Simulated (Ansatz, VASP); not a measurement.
## Zr: VASP beside Ansatz

```xyz
2
Lattice="0.0000 3.0416 3.0416 3.0416 0.0000 3.0416 3.0416 3.0416 0.0000" Properties=species:S:1:pos:R:3 pbc="T T T"
Zr    0.7604    0.7604    0.7604
Zr    5.3228    5.3228    5.3228
```

Alike in both runs: task single point; functional revPBE; k mesh 10 × 10 × 10; occupations fermi-dirac, width 0.1 eV; no spin polarisation.

|  | VASP | Ansatz |
| --- | --- | --- |
| version | VASP 6.6.1 | Ansatz 0.2.0 |
| potentials or method | VASP PAW PBE potentials, release 64 (Zr_sv) | plane waves (420 eV) with PAW, scalar-relativistic |
| plane-wave cutoff (eV) | 520 | 420 |
| valence electrons in the cell | 24 | 24 |

Ansatz gave:

```
pressure (GPa) : 5.0
```

Q: Estimate VASP's values.

A: Pressure (GPa): 5.1.

Caveats: the PAW data sets were made with another functional, which shifts forces and pressure a little (VASP).
